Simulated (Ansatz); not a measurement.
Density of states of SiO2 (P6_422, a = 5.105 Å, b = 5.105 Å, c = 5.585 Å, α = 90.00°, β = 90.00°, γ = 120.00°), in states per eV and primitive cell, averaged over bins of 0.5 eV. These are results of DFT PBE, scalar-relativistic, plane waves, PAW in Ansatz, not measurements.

Settings: cutoff 420 eV, Γ-centred mesh 6×6×4 on the computed 9-atom cell, Gaussian smearing of 0.02 eV; no spin polarisation.

The cell is relaxed at this level. The states (both spins) are summed by tetrahedra on a 9×9×6 mesh at the self-consistent density. Energies are bin centres; the table starts no lower than −8 eV and ends at 6 eV, or lower where the solved bands end.

The gap is 5.54 eV at this level, with the zero inside it.

```csv
E − E_F (eV),total,O 2p,Si 3p,O 2s,Si 3s
-7.80,5.08,4.02,0.96,0.01,0.02
-7.30,1.06,0.86,0.18,0.00,0.00
-6.80,0.00,0.00,0.00,0.00,0.00
-6.30,0.00,0.00,0.00,0.00,0.00
-5.80,7.12,5.77,0.83,0.38,0.02
-5.30,5.99,5.40,0.31,0.13,0.01
-4.80,8.51,7.85,0.33,0.14,0.01
-4.30,8.30,7.78,0.29,0.06,0.01
-3.80,6.62,6.32,0.16,0.04,0.00
-3.30,7.54,7.28,0.12,0.05,0.00
-2.80,3.92,3.86,0.02,0.01,0.00
-2.30,0.00,0.00,0.00,0.00,0.00
-1.80,0.00,0.00,0.00,0.00,0.00
-1.30,0.00,0.00,0.00,0.00,0.00
-0.80,0.00,0.00,0.00,0.00,0.00
-0.30,0.00,0.00,0.00,0.00,0.00
0.20,0.00,0.00,0.00,0.00,0.00
0.70,0.00,0.00,0.00,0.00,0.00
1.20,0.00,0.00,0.00,0.00,0.00
1.70,0.00,0.00,0.00,0.00,0.00
2.20,0.00,0.00,0.00,0.00,0.00
2.70,0.01,0.00,0.00,0.00,0.01
3.20,0.22,0.01,0.02,0.05,0.11
3.70,0.44,0.03,0.08,0.09,0.17
4.20,0.70,0.05,0.17,0.14,0.24
4.70,1.21,0.10,0.36,0.24,0.37
5.20,1.67,0.13,0.47,0.36,0.57
5.70,2.32,0.19,1.05,0.39,0.36
```

The columns after the total are the Löwdin projections on the occupied valence shells of the potentials. The rest of the total lies in shells that are empty in the free atom, which aren't projected, and between the atoms.

This form isn't the usual stable structure of the compound.

Cost: 1 run of about 4.5 core-minutes, on Arm Neoverse N1 (shared hosts).